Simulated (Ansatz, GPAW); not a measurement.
Given: the input of a run of Ansatz 0.2.0 on WC (Qusongite). 

input.yaml

```yaml
crystal:
  lattice:
    - [2.9065, 0.0, 0.0]
    - [-1.45325, 2.5171028361, 0.0]
    - [0.0, 0.0, 2.8366]
  atoms:
    - { symbol: W, position: [0.0, 0.0, 0.0] }
    - { symbol: C, position: [0.6666666667, 0.3333333333, 0.5] }
hamiltonian:
  xc: pbe
  pseudopotentials: { kind: paw }
kpoints:
  mp_grid: { grid: [10, 10, 9] }
scf:
  occupations: { method: gaussian, width: 0.017 }
output:
  forces: true
  stress: true
  eigenvalues: true
  write_density: true
  write_potential: true
  elf: true
  volumetric_format: npy
```

Potentials or basis: Ansatz PAW.

Launch:

```console
$ ansatz run input.yaml --threads 2 --pin off --max-ram 5632MiB --backend cpu --events-out ev --progress --plain --runs-dir out
```

Q: Set up the same calculation for GPAW 26.7.0 (ASE script). Potentials or basis there: GPAW PAW data sets (gpaw-data 1.2.1), cutoff 800 eV.

A: As run (cutoffs and basis follow the program's own potentials, and thresholds, step limits or extra output files can differ):

The input run.py:

```python
from ase import Atoms
from ase.dft.bandgap import bandgap
from ase.io import write
from ase.units import GPa
from gpaw import GPAW, PW

atoms = Atoms(['W', 'C'],
              cell=[[2.9065, 0.0, 0.0],
                    [-1.45325, 2.5171028361, 0.0],
                    [0.0, 0.0, 2.8366]],
              scaled_positions=[[0.0, 0.0, 0.0],
                                [0.6666666667, 0.3333333333, 0.5]],
              pbc=True)

calc = GPAW(mode=PW(800),
            xc='PBE',
            kpts={'size': (10, 10, 9), 'gamma': True},
            occupations={'name': 'methfessel-paxton', 'order': 0, 'width': 0.017},
            nbands=19,
            convergence={'density': 1e-05, 'energy': 1e-05},
            maxiter=150,
            txt='gpaw.txt')
atoms.calc = calc
energy = atoms.get_potential_energy()
forces = atoms.get_forces()
stress = atoms.get_stress()
calc.write('gs.gpw')
write('result.traj', atoms)
print(f'Energy: {energy:.6f} eV')
print('Forces (eV/A):')
print(forces.round(4))
print('Stress (GPa):', (stress / GPa).round(3))
print('Fermi level:', round(calc.get_fermi_level(), 4), 'eV')
print(f'Gap: {bandgap(calc)[0]:.4f} eV, direct: {bandgap(calc, direct=True)[0]:.4f} eV')
```

Potentials or basis: GPAW PAW data sets (gpaw-data 1.2.1), pw.

Run with:

```bash
$ OMP_NUM_THREADS=1 python run.py
```

Both were run:

|  | Ansatz | GPAW |
| --- | --- | --- |
| Pressure | 5.6 GPa | 5.4 GPa |

Ansatz's pressure holds a Pulay term of +0.31 GPa for its cutoff of 420 eV, which the other run lacks.

Where Ansatz's input types no cutoff or centring, it takes its own default and a Γ-centred mesh.

Pressure is positive in compression.
